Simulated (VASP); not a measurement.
# Y (P6_3/mmc) in VASP: further runs, part 2 of 2

VASP 6.6.1. Earlier steps stand in the parts before.

### Step 3. Elastic constants, PBE

This run uses another cell than the first one, of 32.83 Å³/atom, 1.050 times its volume.

File POSCAR:

```
Y
1.0
    3.6544466103      0.0000000000      0.0000000000
   -1.8272233052      3.1648436013     -0.0000000000
   -0.0000000000      0.0000000000      5.6774136548
  Y
     2
Direct
     0.3333333332999970    0.6666666667000030    0.2500000000000000
     0.6666666667000030    0.3333333332999970    0.7500000000000000
```

File INCAR.step1:

```
SYSTEM = Y
PREC = Accurate
ENCUT = 600
EDIFF = 1E-8
ISMEAR = 1
SIGMA = 0.2
LREAL = .FALSE.
LASPH = .TRUE.
NELM = 80
ALGO = Normal
ISIF = 3
LWAVE = .FALSE.
LCHARG = .FALSE.
GGA = PE
KPAR = 2
IBRION = 2
NSW = 40
EDIFFG = -0.002
```

File INCAR.step2:

```
SYSTEM = Y
PREC = Accurate
ENCUT = 600
EDIFF = 1E-8
ISMEAR = 1
SIGMA = 0.2
LREAL = .FALSE.
LASPH = .TRUE.
NELM = 80
ALGO = Normal
ISIF = 3
LWAVE = .FALSE.
LCHARG = .FALSE.
GGA = PE
KPAR = 2
IBRION = 6
NFREE = 2
POTIM = 0.015
NSW = 1
```

File KPOINTS:

```
regular mesh
0
G
  21 21 12
  0 0 0
```

Potentials or basis: VASP PAW PBE potentials, release 64 (Y_sv).

Started as:

```
> cat potpaw_PBE.64/Y_sv/POTCAR > POTCAR
> cp INCAR.step1 INCAR
> mpirun -np 2 vasp_std > vasp.out
> cp CONTCAR POSCAR
> cp INCAR.step2 INCAR
> mpirun -np 2 vasp_std > vasp.out
```

OUTCAR:

```text
SYSTEM = Y
   PREC = Accurate
   ENCUT = 600
   EDIFF = 1E-8
   ISMEAR = 1
   LREAL = .FALSE.
   LASPH = .TRUE.
   NELM = 80
   ISIF = 3
   GGA = PE
   IBRION = 6
   NFREE = 2
   POTIM = 0.015
   NSW = 1

 ion  position               nearest neighbor table
   1  0.333  0.667  0.250-   2 3.53   2 3.53   2 3.53   2 3.53   2 3.53   2 3.53
   2  0.667  0.333  0.750-   1 3.53   1 3.53   1 3.53   1 3.53   1 3.53   1 3.53

  LATTYP: Found a hexagonal cell.
 ALAT       =     3.6532002339
 C/A-ratio  =     1.5519816235

  Lattice vectors:

 A1 = (   3.6532002339,   0.0000000000,   0.0000000000)
 A2 = (  -1.8266001170,   3.1637642077,   0.0000000000)
 A3 = (   0.0000000000,   0.0000000000,   5.6696996301)

Analysis of symmetry for initial positions (statically):
=====================================================================
 Subroutine PRICEL returns:
 Original cell was already a primitive cell.

 Routine SETGRP: Setting up the symmetry group for a
 hexagonal supercell.

 Subroutine GETGRP returns: Found 24 space group operations
 (whereof 12 operations were pure point group operations)
 out of a pool of 24 trial point group operations.

The static configuration has the point symmetry D_3d.
 The point group associated with its full space group is D_6h.

Analysis of symmetry for dynamics (positions and initial velocities):
=====================================================================
 Subroutine PRICEL returns:
 Original cell was already a primitive cell.

 Routine SETGRP: Setting up the symmetry group for a
 hexagonal supercell.

[... 821 lines left out ...]

 INTERNAL STRAIN TENSORS FROM STRAINED CELLS
 ============================================

 INTERNAL STRAIN TENSOR FOR ION    1 for displacements in x,y,z  (eV/Angst):
          X           Y           Z          XY          YZ          ZX
  --------------------------------------------------------------------------------
  x     0.00000    -0.00000    -0.00000    -1.41587    -0.00000     0.00000
  y    -1.41664     1.41629     0.00000    -0.00007     0.00025    -0.00077
  z     0.00000     0.00000     0.00000     0.00000    -0.00088    -0.00000

 INTERNAL STRAIN TENSORS FROM DISPLACED ATOMS
 ============================================

 INTERNAL STRAIN TENSOR FOR ION    1 for displacements in x,y,z  (eV/Angst):
          X           Y           Z          XY          YZ          ZX
  --------------------------------------------------------------------------------
  x     0.00000    -0.00000     0.00000    -1.41510     0.00000     0.00000
  y    -1.41510     1.41510     0.00000    -0.00000     0.00000     0.00000
  z     0.00000    -0.00000     0.00000    -0.00000     0.00000     0.00000

 INTERNAL STRAIN TENSOR FOR ION    2 for displacements in x,y,z  (eV/Angst):
          X           Y           Z          XY          YZ          ZX
  --------------------------------------------------------------------------------
  x    -0.00000     0.00000     0.00000     1.41510     0.00000     0.00000
  y     1.41510    -1.41510    -0.00000     0.00000     0.00000     0.00000
  z    -0.00000     0.00000    -0.00000     0.00000    -0.00000    -0.00000

 Eigenvectors and eigenvalues of the dynamical matrix
 ----------------------------------------------------

   1 f  =    4.523971 THz    28.424946 2PiTHz  150.903419 cm-1    18.709631 meV
             X         Y         Z           dx          dy          dz
     -0.000000  2.109176  1.417425    -0.000000    0.000000    0.707107
      1.826600  1.054588  4.252275     0.000000    0.000000   -0.707107
[... 16 lines left out ...]
   5 f  =    0.000000 THz     0.000000 2PiTHz    0.000000 cm-1     0.000000 meV
             X         Y         Z           dx          dy          dz
     -0.000000  2.109176  1.417425    -0.000000    0.000000    0.707107
      1.826600  1.054588  4.252275     0.000000    0.000000    0.707107

   6 f/i=    0.000000 THz     0.000000 2PiTHz    0.000001 cm-1     0.000000 meV
             X         Y         Z           dx          dy          dz
     -0.000000  2.109176  1.417425     0.699632   -0.102541    0.000000
      1.826600  1.054588  4.252275     0.699632   -0.102541    0.000000

--------------------------------------------------------------------------------------------------------

 ELASTIC MODULI CONTR FROM IONIC RELAXATION (kBar)
 Direction    XX          YY          ZZ          XY          YZ          ZX
 --------------------------------------------------------------------------------
 XX         -39.1710     39.1710      0.0000      0.0000      0.0000      0.0000
 YY          39.1710    -39.1710     -0.0000      0.0000     -0.0000     -0.0000
 ZZ           0.0000     -0.0000     -0.0000      0.0000     -0.0000     -0.0000
 XY           0.0000      0.0000      0.0000    -39.1710      0.0000      0.0000
 YZ           0.0000     -0.0000     -0.0000      0.0000     -0.0000     -0.0000
 ZX           0.0000     -0.0000     -0.0000      0.0000     -0.0000     -0.0000
 --------------------------------------------------------------------------------

 TOTAL ELASTIC MODULI (kBar)
 Direction    XX          YY          ZZ          XY          YZ          ZX
 --------------------------------------------------------------------------------
 XX         760.7005    241.5206    215.0911     -0.0000      0.0000      0.0000
 YY         241.5206    760.7005    215.0911     -0.0000     -0.0000     -0.0000
 ZZ         215.0911    215.0911    791.8545     -0.0000      0.0000     -0.0000
 XY          -0.0000     -0.0000     -0.0000    259.5899      0.0000     -0.0000
 YZ           0.0000     -0.0000      0.0000      0.0000    250.9224     -0.0000
 ZX           0.0000      0.0000     -0.0000     -0.0000     -0.0000    250.9224
 --------------------------------------------------------------------------------
```

OUTCAR.step1:

```text
SYSTEM = Y
   PREC = Accurate
   ENCUT = 600
   EDIFF = 1E-8
   ISMEAR = 1
   LREAL = .FALSE.
   LASPH = .TRUE.
[... 765 lines left out ...]
  -------------------------------------------------------------------------------------
  Total        0.0031427      0.0031427     -0.0025010     -0.0000000      0.0000000      0.0000000
  in kB        0.0768380      0.0768380     -0.0611497     -0.0000000      0.0000000      0.0000000
  external PRESSURE =       0.0308421 kB  Pullay stress =       0.0000000 kB
[... 17 lines left out ...]
  FREE ENERGIE OF THE ION-ELECTRON SYSTEM (eV)
  ---------------------------------------------------
  free  energy   TOTEN  =       -12.8665411322 eV

  energy  without entropy=      -12.8632482073  energy(sigma->0) =      -12.86544349

 reached required accuracy - stopping structural energy minimisation
```

Run time: 2.2 h. Hardware: 2 MPI ranks of Intel Xeon Platinum 8488C (Sapphire Rapids), shared host; peak memory 2.6 GiB.

What came out:

```
Relaxed volume                         : 32.76 Å³/atom
Relaxed cell                           : a = 3.653 Å, b = 3.653 Å, c = 5.670 Å, α = 90.00°, β = 90.00°, γ = 120.00°
Space group after relaxing (to 0.05 Å) : P6_3/mmc (No. 194)
Elastic constants C11, C12, C44        : 76, 24, 25 GPa
Voigt bulk modulus                     : 41 GPa
Highest phonon frequency at Γ          : 151 cm⁻¹
```

Final structure:
```
Y
1.0
     3.65320    0.00000    0.00000
    -1.82660    3.16376    0.00000
     0.00000    0.00000    5.66970
Y
2
Direct
  0.33333 0.66667 0.25000
  0.66667 0.33333 0.75000
```

Phonon frequencies in cm⁻¹ (negative: imaginary):
| q point | frequencies |
| --- | --- |
| (0.000, 0.000, 0.000) | 0 0 0 87 87 151 |

Elastic tensor in Voigt notation (GPa, in the Cartesian axes of the cell as first typed):
```
76 24 22  0  0  0
24 76 22  0  0  0
22 22 79  0  0  0
 0  0  0 25  0  0
 0  0  0  0 25  0
 0  0  0  0  0 26
```

Clamped-ion elastic tensor (GPa):
```
80 20 22  0  0  0
20 80 22  0  0  0
22 22 79  0  0  0
 0  0  0 25  0  0
 0  0  0  0 25  0
 0  0  0  0  0 30
```
